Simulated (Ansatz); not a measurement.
The cell is COD entry 2106944, as deposited and not checked against the literature; nothing was relaxed. The listed cell was then made from it by scaling, straining or moving an atom.

PbS: DFT, PBEsol, all-electron LAPW, scalar-relativistic (Ansatz 0.2.0). What sets it apart from a plain run of this crystal: equal xy, yz and zx engineering shear strains of +3 %.

Command: `ansatz run input.yaml --threads 1 --pin off --max-ram 6144MiB --backend cpu --events-out ev --progress --plain --runs-dir out` The run took 2.7 min on 1 thread of Arm Neoverse V2 (shared host), peak memory 1 GiB.

```yaml
crystal:
  lattice:
    - [2.897, -2.8558925, 0.0006075]
    - [2.984, 2.9441075, 0.0876075]
    - [-0.90441065, 0.1594386, 11.69308925]
  atoms:
    - { symbol: Pb, position: [0.7756, 0.7756, 0.63638] }
    - { symbol: Pb, position: [0.2244, 0.2244, 0.36362] }
    - { symbol: S, position: [0.2684, 0.2684, 0.5986] }
    - { symbol: S, position: [0.7316, 0.7316, 0.4014] }
kpoints:
  mp_grid: { grid: [7, 7, 3] }
  band_path:
    path:
      - [0.0, 0.0, 0.0]
      - [0.0, 0.0, -0.5]
      - [0.0, 0.5, 0.0]
      - [0.0, 0.0, 0.0]
      - [0.5, 0.0, 0.0]
      - [0.5, 0.5, -0.5]
      - [0.0, 0.0, 0.0]
      - [0.5, 0.5, 0.0]
      - [0.5, 0.0, -0.5]
    npoints: 5
scf:
  occupations: { method: fermi_dirac, width: 0.01 }
hamiltonian:
  xc: pbesol
  pseudopotentials: { kind: all_electron, lapw: { basis_error: 0.0005 } }
output:
  forces: true
  stress: true
  eigenvalues: true
```

Output (standing set-up lines are left out):

```
LAPW: plane waves up to 7.681 Å⁻¹, error target 5.0e-4 eV per atom; small_component_spin mean_spin; S in spheres of 1.199 Å, 14 of its electrons in bands, Dirac shells []; Pb in spheres of 1.553 Å, 36 of its electrons in bands, Dirac shells []
Crystal: 4 atoms, lattice volume = 199.567 Å³
Basis set: ecut = 224.75487180646954 eV, 1503 PW (Γ), exchange–correlation at level 2
Symmetry: 2 space group operations
Space group: P-1 (ITA 2), of the structure as read, at distance tolerance 5.8e-5 Å
k-points: 74 of 147
iter 1 solved again at ethr=4.19e-3 eV; its pass at ethr=1.00e-1 eV (dr2=4.19e0 eV) is discarded
SCF iter   1: F=—  HF=-1157524.315679 eV  |F-HF|=—  |Δ(HF+E_count)|=         —  Δρ=2.62e-2  dr2=4.19e0  ethr=4.19e-3  ⟨swp⟩=2.0  Hψ=28506  notcnv=0
preconditioner: auto → Resta (q_TF=auto, 2.432 Å⁻¹)  ε∞=2.1  [insulator: Δε(μ)=2.243 eV  Ē_g=15.528 eV  σ=0.010 eV  W_gap=1.00  n_scr=52 (ndim 8)  ℏωp=16.6 eV  f_vac=0.478  D(μ)=0.00/eV (n_scr^D=0)  ε∞_Penn≈2.1  vacuum switching on, ρ_ref=1.7e-2 e/Å³]
iter 2 solved again at ethr=1.02e-4 eV; its pass at ethr=4.19e-3 eV (dr2=1.02e-1 eV) is discarded
SCF iter   2: F=—  HF=-1157523.065717 eV  |F-HF|=—  |Δ(HF+E_count)|=    1.25e0  Δρ=7.09e-3  dr2=1.01e-1  ethr=1.02e-4  ⟨swp⟩=2.5  Hψ=23117  notcnv=0
SCF iter   3: F=—  HF=-1157523.030416 eV  |F-HF|=—  |Δ(HF+E_count)|=         —  Δρ=4.36e-3  dr2=8.01e-2  ethr=1.01e-4  ⟨swp⟩=3.0  Hψ=14162  notcnv=0
the basis was enlarged: its passes take 681.2 KiB over the memory plan, 1 of 1 planned eigensolver slots
SCF iter   4: F=—  HF=-1157523.028813 eV  |F-HF|=—  |Δ(HF+E_count)|=   1.60e-3  Δρ=1.95e-3  dr2=1.38e-2  ethr=8.01e-5  ⟨swp⟩=3.1  Hψ=14473  notcnv=0
SCF iter   5: F=—  HF=-1157523.025359 eV  |F-HF|=—  |Δ(HF+E_count)|=   3.45e-3  Δρ=4.95e-4  dr2=7.72e-4  ethr=1.38e-5  ⟨swp⟩=3.0  Hψ=13842  notcnv=0
SCF iter   6: F=—  HF=-1157523.025664 eV  |F-HF|=—  |Δ(HF+E_count)|=   3.05e-4  Δρ=1.05e-4  dr2=4.18e-5  ethr=7.72e-7  ⟨swp⟩=3.0  Hψ=13871  notcnv=0
SCF iter   7: F=—  HF=-1157523.025686 eV  |F-HF|=—  |Δ(HF+E_count)|=   2.25e-5  Δρ=3.07e-5  dr2=5.83e-6  ethr=4.18e-8  ⟨swp⟩=3.0  Hψ=13506  notcnv=0
SCF iter   8: F=—  HF=-1157523.025688 eV  |F-HF|=—  |Δ(HF+E_count)|=   1.56e-6  Δρ=9.02e-6  dr2=2.83e-7  ethr=5.83e-9  ⟨swp⟩=3.0  Hψ=13406  notcnv=0
SCF iter   9: F=-1157523.025688 eV  HF=-1157523.025688 eV  |F-HF|=8.15e-9  |Δ(HF+E_count)|=   2.27e-7  Δρ=2.40e-6  dr2=1.70e-8  ethr=2.83e-10  ⟨swp⟩=3.0  Hψ=13450  notcnv=0
SCF 1 converged in 9 iterations: F = -1157523.025688 eV  dr2 = 1.70e-8
NSCF: frozen V_eff on 41 k-points
SCF converged after 9 iterations
Free energy (F): -1157523.025688 eV
Harris-Foulkes:  -1157523.025688 eV  (|F-HF|=8.15e-9)
Internal energy: -1157523.025688 eV  (E = F + TS)
E sigma→0 (E₀):  -1157523.025688 eV
Fermi energy:    4.246943 eV
--- Per-component energies (eV) ---
  E_band       = -7773.338218
  E_kinetic    = 1331243.243089
  E_xc         = -22214.118744
  E_electrostatic = -2466552.150033  (all electrons and nuclei)
  E_smearing   = -0.000000  (= −TS)
  E_closure    = 0.000000  (closes the sum)
  E_atoms      = -1157504.684266  (free atoms, spherical and without spin; not in F)
  Σ components = -1157523.025688   (vs F -1157523.025688, Δ=0.00e0)
  Basis errors (estimates in eV, not in F): energy 2.3e-4 per atom: plane waves 2.1e-4 (1.3e-4 summed), levels above the bands 7.5e-304, relativity 1.5e-8, radial functions 1.8e-5, core shells 5.6e-8; eigenvalues (radial functions only) 3.8e-7; not estimated: angular momenta, meshes, grids; target (lapw.basis_error) 5.0e-4; muffin-tin radii S 1.199 Å, Pb 1.553 Å
--- Forces (eV/Å), atoms counted from 1 ---
  atom   1  Pb    -0.00122509    -0.00389436    -0.67074425
  atom   2  Pb     0.00122509     0.00389436     0.67074425
  atom   3  S     -0.09190073    -0.08810811    -0.19770379
  atom   4  S      0.09190073     0.08810811     0.19770379
  max |Σ_I F_I| component: 0.00e0 eV/Å
--- Stress (GPa, compression-positive) ---
       -0.977931      -0.361308      -0.193091
       -0.361308      -0.131422      -0.180502
       -0.193091      -0.180502      -2.091657
  P = ⅓ Tr σ = -1.0670 GPa (-10.670 kbar)
--- Band table (eV; the first three rows and the last of 74) ---
  k-point 0: bands = ["-200.4818", "-200.4818", "-145.5455", "-145.5455", "-145.5364", "-145.5364", "-145.5352", "-145.5352", "-135.2982", "-135.2982", "-124.3545", "-124.3545", "-124.3542", "-124.3542", "-124.3502", "-124.3502", "-124.3475", "-124.3475", "-124.3435", "-124.3435", "-124.3413", "-124.3413", "-124.3397", "-124.3397", "-77.0938", "-77.0938", "-77.0851", "-77.0851", "-77.0832", "-77.0831", "-12.7137", "-12.6305", "-12.6239", "-12.6106", "-12.5876", "-12.5820", "-12.5727", "-12.5653", "-12.5610", "-12.5529", "-9.2228", "-7.7195", "-3.5326", "-1.9357", "0.3317", "0.9234", "1.2446", "2.0487", "2.3402", "3.5988", "4.9647", "6.7270", "8.4196", "8.7540", "8.9996", "9.0081", "9.8355", "10.0765", "10.2667", "10.3866"]
  k-point 1: bands = ["-200.4818", "-200.4818", "-145.5455", "-145.5455", "-145.5364", "-145.5364", "-145.5352", "-145.5352", "-135.2982", "-135.2982", "-124.3545", "-124.3545", "-124.3542", "-124.3542", "-124.3502", "-124.3502", "-124.3475", "-124.3475", "-124.3435", "-124.3435", "-124.3413", "-124.3413", "-124.3397", "-124.3397", "-77.0938", "-77.0938", "-77.0851", "-77.0851", "-77.0832", "-77.0831", "-12.7137", "-12.6305", "-12.6239", "-12.6106", "-12.5876", "-12.5820", "-12.5727", "-12.5653", "-12.5610", "-12.5529", "-9.2228", "-7.7195", "-3.5327", "-1.9353", "0.3330", "0.9235", "1.2446", "2.0487", "2.3402", "3.5987", "4.8733", "7.1766", "8.3955", "8.4221", "8.7535", "8.9988", "9.8356", "10.0764", "10.1711", "10.2740"]
  k-point 2: bands = ["-200.4818", "-200.4818", "-145.5455", "-145.5455", "-145.5364", "-145.5364", "-145.5352", "-145.5352", "-135.2982", "-135.2982", "-124.3545", "-124.3545", "-124.3542", "-124.3542", "-124.3502", "-124.3502", "-124.3475", "-124.3475", "-124.3435", "-124.3435", "-124.3413", "-124.3413", "-124.3397", "-124.3397", "-77.0938", "-77.0938", "-77.0851", "-77.0851", "-77.0832", "-77.0832", "-12.7044", "-12.6311", "-12.6166", "-12.6016", "-12.5884", "-12.5828", "-12.5781", "-12.5684", "-12.5623", "-12.5565", "-9.1018", "-7.6782", "-3.8232", "-2.3357", "0.3736", "1.1847", "1.4020", "2.4337", "2.5280", "3.4386", "5.1456", "6.8347", "7.6057", "8.2877", "8.3888", "9.2447", "9.4240", "9.6645", "10.5880", "10.9484"]
  k-point 73: bands = ["-200.4818", "-200.4818", "-145.5455", "-145.5455", "-145.5364", "-145.5364", "-145.5352", "-145.5352", "-135.2982", "-135.2982", "-124.3545", "-124.3545", "-124.3542", "-124.3542", "-124.3502", "-124.3502", "-124.3475", "-124.3475", "-124.3435", "-124.3435", "-124.3413", "-124.3413", "-124.3397", "-124.3397", "-77.0939", "-77.0939", "-77.0851", "-77.0851", "-77.0832", "-77.0832", "-12.6603", "-12.6426", "-12.6097", "-12.6075", "-12.5977", "-12.5916", "-12.5649", "-12.5631", "-12.5607", "-12.5589", "-8.1122", "-7.7160", "-4.2532", "-3.8500", "0.9943", "1.3638", "1.9439", "2.1420", "2.6508", "3.1473", "5.5146", "5.9440", "6.7955", "6.9021", "7.9409", "8.0092", "9.2174", "10.0239", "10.5040", "11.2002"]
```
